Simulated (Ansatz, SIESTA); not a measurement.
Si: programs and potentials compared

```
Si
1.0
    -2.37137    2.37137    1.32927
     2.37137   -2.37137    1.32927
     2.37137    2.37137   -1.32927
Si
2
Direct
  0.50000 0.50000 0.00000
  0.25000 0.75000 0.50000
```

This isn't the form of Si at room conditions, which is diamond.

Alike in all runs: task band structure; functional LDA; k mesh 11 × 11 × 11; occupations fermi-dirac, width 0.05 eV; no spin polarisation; no spin-orbit coupling. LDA stands for any of its common fits. Pressure is positive in compression and, in plane waves, holds the error of the finite cutoff, which Ansatz's Pulay term estimates and takes out.

```
                                                     program and potentials  plane-wave cutoff (eV)                                                                                   notes  pressure (GPa)
                                                         Ansatz, Ansatz PAW                     420  potentials made for PBE, which Ansatz adapts in part; Pulay term of +0.04 GPa included           -0.86
SIESTA, files PseudoDojo sr-lda-0.4.1-standard, DZP (energy shift 0.003 Ry)                       -                                                                            atomic basis           -0.12
                             Ansatz, all-electron LAPW, scalar-relativistic                       -                                                                                       -           -0.86
```

The pressure spans -0.86 (Ansatz, all-electron LAPW, scalar-relativistic) to -0.12 GPa (SIESTA, files PseudoDojo sr-lda-0.4.1-standard, DZP (energy shift 0.003 Ry)), with all-electron results at -0.86. Rows in atomic bases carry the error of their basis and grid, which can be large.

The functional is the same throughout but for its coding, so the spread measures potentials, basis and numerics; runs on potential files found faulty are left out.
